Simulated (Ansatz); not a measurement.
# KI (rocksalt): gap against strain (epitaxial in the plane normal to [111])

Rocksalt KI, relaxed with r2SCAN in Ansatz 0.2.0, then strained (epitaxial in the plane normal to [111]; changes of length per length, axes as in the cell below) with the atoms relaxed again within the symmetry that is left. It is cubic, Fm-3m (No. 225); conventional cell a = 7.089 Å, 44.52 Å³ an atom. Around K lie 6 I at 3.54 Å; around I lie 6 K at 3.54 Å. No spin polarisation and no zero-point or thermal motion.

```
CELL_PARAMETERS angstrom
0.00000 3.54429 3.54429
3.54429 0.00000 3.54429
3.54429 3.54429 0.00000
ATOMIC_POSITIONS crystal
K 0.00000 0.00000 0.00000
I 0.50000 0.50000 0.50000
```

Gaps are the least over each mesh (PBE 6×6×6, r2SCAN 6×6×6, HSE06 4×4×4 when unstrained) and the special points, which keep their unstrained names; stress is the change from the unstrained cell, compression positive.

```csv
strain (%),free normal strain (%),"gap, PBE (eV)","gap, r2SCAN (eV)","gap, HSE06 (eV)","edges, HSE06","in-plane stress, r2SCAN (GPa)","energy rise, r2SCAN (meV/atom)"
-4.57,+4.95,3.898,4.538,4.896,Γ,+0.87,10.9
-3.0,+3.33,3.927,4.569,4.925,Γ,+0.53,4.6
0.0,0.00,3.944,4.586,4.941,Γ,0.00,0.0
+5.03,-5.72,3.656,4.280,4.635,Γ,-0.74,10.3
```

Between zero and the nearest strains the slope of the HSE06 gap against strain is +0.005 eV per percent for negative and -0.061 for positive strain; it falls either way, as happens when edge states split or other valleys take over.

Spin-orbit coupling is left out, which matters wherever the heavy atoms make up the band edges.

The meshes of the hybrids are coarse, so their gaps aren't converged to the digits shown.
